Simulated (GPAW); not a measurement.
Input of a GPAW 26.7.0 run:

Contents of run.py:

```python
import numpy as np
from ase.dft.bandgap import bandgap
from ase.io import read, write
from ase.units import GPa
from gpaw import GPAW, PW
from gpaw.spinorbit import soc_eigenstates

atoms = read('POSCAR')

calc = GPAW(mode=PW(600),
            xc='MGGA_X_R2SCAN+MGGA_C_R2SCAN',
            kpts={'size': (9, 9, 9), 'gamma': True},
            occupations={'name': 'fermi-dirac', 'width': 0.05},
            nbands=16,
            convergence={'density': 1e-05, 'energy': 1e-05},
            maxiter=150,
            txt='gpaw.txt')
atoms.calc = calc
energy = atoms.get_potential_energy()
forces = atoms.get_forces()
stress = atoms.get_stress()
calc.write('gs.gpw')
write('result.traj', atoms)
print(f'Energy: {energy:.6f} eV')
print('Forces (eV/A):')
print(forces.round(4))
print('Stress (GPa):', (stress / GPa).round(3))
print('Fermi level:', round(calc.get_fermi_level(), 4), 'eV')
print(f'Gap: {bandgap(calc)[0]:.4f} eV, direct: {bandgap(calc, direct=True)[0]:.4f} eV')

path = atoms.cell.bandpath('GXWKGLUWLK,UX', npoints=80, eps=1e-4)
bs_calc = calc.fixed_density(kpts=path, symmetry='off', nbands=24,
                             convergence={'bands': 'CBM+6.0', 'eigenstates': 1e-6}, txt='bands.txt')
bs = bs_calc.band_structure()
bs.write('bs.json')
print(f'Gap on the path: {bandgap(bs_calc)[0]:.4f} eV')

soc = soc_eigenstates(bs_calc, theta=0, phi=0, ignore_xc_potential=True)
np.savetxt('soc_bands.dat', soc.eigenvalues(), fmt='%.4f')
mesh = soc_eigenstates('gs.gpw', theta=0, phi=0, ignore_xc_potential=True)
np.savetxt('soc_mesh.dat', mesh.eigenvalues(), fmt='%.4f')
print('Fermi level with spin-orbit coupling:', round(mesh.fermi_level, 4), 'eV')
```

The input POSCAR:

```
Rh
1.0
    0.0000000000      1.8978500000      1.8978500000
    1.8978500000      0.0000000000      1.8978500000
    1.8978500000      1.8978500000      0.0000000000
Rh
1
Direct
    0.0000000000      0.0000000000      0.0000000000
```

Potentials or basis: GPAW PAW data sets (gpaw-data 1.2.1), pw.

Run with:

```sh
$ OMP_NUM_THREADS=1 python run.py
```

Q: Predict the pressure.

A: 5.9 GPa.

Q: Estimate the band gap along the path.

A: None (metal or under the smearing width).

Levels at the corners of the path, in eV from the Fermi level:
```tsv
point	band 10	band 11	band 12	band 13	band 14	band 15	band 16	band 17	band 18
Γ	-3.24	-3.24	-3.24	-2.99	-2.99	-1.01	-1.01	-1.01	-1.01
X	-6.14	0.54	0.54	1.00	1.00	1.25	1.25	3.60	3.60
W	-3.89	-3.86	-3.86	-1.23	-1.23	1.12	1.12	10.16	10.16
K	-4.87	-2.05	-2.05	-0.71	-0.71	0.48	0.48	8.43	8.43
Γ	-3.24	-3.24	-3.24	-2.99	-2.99	-1.01	-1.01	-1.01	-1.01
L	-3.40	-3.12	-3.12	0.56	0.56	0.73	0.73	1.01	1.01
U	-4.87	-2.05	-2.05	-0.71	-0.71	0.48	0.48	8.43	8.43
W	-3.89	-3.86	-3.86	-1.23	-1.23	1.12	1.12	10.16	10.16
L	-3.40	-3.12	-3.12	0.56	0.56	0.73	0.73	1.01	1.01
K	-4.87	-2.05	-2.05	-0.71	-0.71	0.48	0.48	8.43	8.43
U	-4.87	-2.05	-2.05	-0.71	-0.71	0.48	0.48	8.43	8.43
X	-6.14	0.54	0.54	1.00	1.00	1.25	1.25	3.60	3.60
```

Caveat: spin-orbit coupling was added after a scalar SCF, so levels and gaps hold it while energy, forces, pressure and moments don't; this program's spin-orbit splittings come out too wide for heavy elements; the PAW data sets were made with another functional, which shifts forces and pressure a little.
